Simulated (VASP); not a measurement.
The system is TiSe2.

```
CELL_PARAMETERS angstrom
3.53600 0.00000 0.00000
-1.76800 3.06227 0.00000
0.00000 0.00000 6.00400
ATOMIC_POSITIONS crystal
Ti 0.00000 0.00000 0.00000
Se 0.33333 0.66667 0.25520
Se 0.66667 0.33333 0.74480
```

- Program: VASP 6.6.1
- Task: relaxation of cell and atoms
- Functional: PBE
- Dispersion: D3(BJ)
- Potentials or basis: VASP PAW PBE potentials, release 64 (Ti_sv, Se)
- Cutoff: 600 eV
- k mesh: 9 × 9 × 5
- Occupations: gaussian, width 0.03 eV
- Spin: no spin polarisation

At the start: pressure -1.7 GPa; volume 21.67 Å³/atom.

Where does the relaxation end?

Over 11 steps the energy falls by 7.9 meV/atom and the volume is 20.54 Å³/atom (-5.2 %); space group P-3m1 (No. 164, to 0.05 Å).

The path:
| step | energy change (eV) | largest force (eV/Å) | pressure (GPa) | volume (Å³) |
| --- | --- | --- | --- | --- |
| 1 | 0.0000 | 0.1019 | -1.65 | 65.01 |
| 2 | -0.0095 | 0.3437 | 0.85 | 62.93 |
| 3 | -0.0102 | 0.2938 | 0.33 | 63.34 |
| 4 | -0.0164 | 0.1362 | 0.03 | 62.94 |
| 5 | -0.0172 | 0.0539 | -0.11 | 62.73 |
| 6 | -0.0198 | 0.0410 | -0.13 | 62.48 |
| 7 | -0.0236 | 0.0036 | -0.11 | 61.71 |
| 8 | -0.0236 | 0.0074 | -0.09 | 61.66 |
| 9 | -0.0236 | 0.0058 | -0.08 | 61.68 |
| 10 | -0.0236 | 0.0257 | 0.17 | 61.51 |
| 11 | -0.0237 | 0.0048 | 0.01 | 61.62 |

Final structure:
```
Ti Se
1.0
     3.48568    0.00000    0.00000
    -1.74284    3.01869    0.00000
     0.00000    0.00000    5.85658
Ti Se
1 2
Direct
  0.00000 0.00000 0.00000
  0.33333 0.66667 0.26485
  0.66667 0.33333 0.73515
```
